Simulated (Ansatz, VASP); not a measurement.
**One calculation of As, two programs**

INCAR

```
SYSTEM = As
ALGO     = Normal         ! electronic algorithm
EDIFF    = 1E-7           ! SCF threshold, eV
ENCUT    = 520            ! plane-wave cutoff, eV
ISIF     = 2              ! what is computed and relaxed
ISMEAR   = -1             ! smearing method
LASPH    = .TRUE.         ! aspherical terms in the spheres
LCHARG   = .FALSE.        ! write CHGCAR
LREAL    = .FALSE.        ! projectors in reciprocal space
LWAVE    = .FALSE.        ! write WAVECAR
NBANDS   = 8              ! bands
NELM     = 80             ! most SCF steps
PREC     = Accurate       ! precision mode
SIGMA    = 0.1            ! smearing width, eV
```

KPOINTS

```
k-points
0
G
  17 17 17
  0 0 0
```

File POSCAR:

```
As
1.0
    0.0000000000      1.9361313570      1.9361313570
    1.9361313570      0.0000000000      1.9361313570
    1.9361313570      1.9361313570      0.0000000000
As
1
Direct
    0.0000000000      0.0000000000      0.0000000000
```

Input for Ansatz:

```yaml
crystal:
  lattice:
    - [0.0, 1.936131357, 1.936131357]
    - [1.936131357, 0.0, 1.936131357]
    - [1.936131357, 1.936131357, 0.0]
  atoms:
    - { symbol: As, position: [0.0, 0.0, 0.0] }
kpoints:
  mp_grid: { grid: [17, 17, 17] }
  band_path:
    path:
      - [0.0, 0.0, 0.0]
      - [0.5, 0.0, 0.5]
      - [0.625, 0.25, 0.625]
      - [0.375, 0.375, 0.75]
      - [0.0, 0.0, 0.0]
      - [0.5, 0.5, 0.5]
      - [0.5, 0.25, 0.75]
      - [0.5, 0.0, 0.5]
    npoints: 8
scf:
  occupations: { method: fermi_dirac, width: 0.1 }
hamiltonian:
  xc: lda
  pseudopotentials: { kind: all_electron, lapw: { basis_error: 0.001 } }
output:
  forces: true
  stress: true
  eigenvalues: true
  populations: true
  dos: { projected: true, de: 0.2, e_range: [-14, 8] }
```

Change from the starting cell: volume scaled by 0.8, LAPW.

Alike in both runs: task single point; functional LDA; k mesh 17 × 17 × 17; occupations fermi-dirac, width 0.1 eV; no spin polarisation.

|  | VASP | Ansatz |
| --- | --- | --- |
| version | VASP 6.6.1 | Ansatz 0.2.0 |
| potentials or method | VASP PAW LDA potentials, release 64 (As) | all-electron LAPW, scalar-relativistic |
| plane-wave cutoff (eV) | 520 | see its input |

|  | VASP | Ansatz | Ansatz less VASP |
| --- | --- | --- | --- |
| pressure (GPa) | 34.5 | 33.5 | -1.00 |

Ansatz ran all-electron here, so the differences hold the error of VASP's frozen core and of both bases.

Caveats: so large a pressure means that the cell lies far from this level's equilibrium, or that cutoff or potentials fall short (VASP).
